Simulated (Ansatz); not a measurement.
Ansatz run, Re

input.yaml (Ansatz 0.2.0)

```yaml
crystal:
  lattice:
    - [0.0, 1.970472, 1.970472]
    - [1.970472, 0.0, 1.970472]
    - [1.970472, 1.970472, 0.0]
  atoms:
    - { symbol: Re, position: [0.0, 0.0, 0.0] }
  symmetry: { tolerance: 0.0003 }
kpoints:
  mp_grid: { grid: [15, 15, 15], shift: [0, 0, 0] }
  band_path:
    path:
      - [0.0, 0.0, 0.0]
      - [0.5, 0.0, 0.5]
      - [0.625, 0.25, 0.625]
      - [0.375, 0.375, 0.75]
      - [0.0, 0.0, 0.0]
      - [0.5, 0.5, 0.5]
      - [0.5, 0.25, 0.75]
      - [0.5, 0.0, 0.5]
    npoints: 8
magnetization:
  spin_polarized: false
scf:
  occupations: { method: fermi_dirac, width: 0.0116 }
  lower_state_search: "off"
  max_iter: 200
hamiltonian:
  pseudopotentials: { kind: paw }
  xc: pbesol
basis:
  ecutwfc: 420
  fft_grid_basis: typed
output:
  forces: true
  stress: true
  eigenvalues: true
  bader: true
  populations: true
  elf: true
  write_potential: true
  volumetric_format: npy
  dos:
    e_range: [-12, 8]
    de: 0.05
    projected: { site_lists: { Re: [Re] } }
checkpoint:
  read: saved_state
```

The run starts from an earlier solution of this cell. 

Parts of the output:

```
SCF iter   1: F=—  Δρ=5.30e-3  dr2=1.51e-3
SCF iter   2: F=—  Δρ=2.33e-3  dr2=2.53e-4
SCF iter   3: F=—  Δρ=2.46e-4  dr2=6.60e-6
SCF iter   4: F=—  Δρ=4.54e-5  dr2=3.45e-8
SCF iter   5: F=-10737.1443 eV  Δρ=7.37e-6  dr2=1.75e-9
Free energy (F): -10737.1443 eV
Harris-Foulkes:  -10737.1443 eV  (|F-HF|=1.06e-9)
Internal energy: -10737.1439 eV  (E = F + TS)
E sigma→0 (E₀):  -10737.1441 eV
Entropy (-TS):   -0.0005 eV (-0.485 meV/atom)
Fermi energy:    22.9538 eV
--- Per-component energies (eV) ---
  E_band       = -89.2207
  E_kinetic    = 539.0025
  E_local      = -791.9791  (includes V_loc(G=0)·N_el)
  E_nonlocal   = 50.8744
  E_hartree    = 280.6376
  E_xc         = -400.4888
  E_vxc        = -303.0691  (∫ρ·V_xc dr)
  E_paw        = -8530.7753  (= ΣΔE_a)
  E_vpaw       = -145.3243  (= ΣTr[D̂ρ^β])
  E_aug_tail   =  0.0000  (compensation charges beyond the density's cutoff)
  E_ewald      = -1884.6484
  E_core_change = 0.2333  (= ΣΔE_core)
  E_smearing   = -0.0005  (= −TS)
--- Stress (GPa, compression-positive) ---
      -16.4557       0.0000       0.0000
        0.0000     -16.4557       0.0000
        0.0000       0.0000     -16.4557
  P = ⅓ Tr σ = -16.4557 GPa (-164.557 kbar)
--- Löwdin populations: 1 site ---
  site symbol       q [e]
     0     Re     14.8277
  spilling = 0.0115 (of n_electrons = 15.0000)
--- Bader charges: 1 site ---
  site symbol  charge [e]  shift [e]
     0     Re      0.0000     0.0000
```

Origin: a known structure type with other elements, at an estimated volume, so it need not be a known compound. Caveats: atoms or cell far from equilibrium.
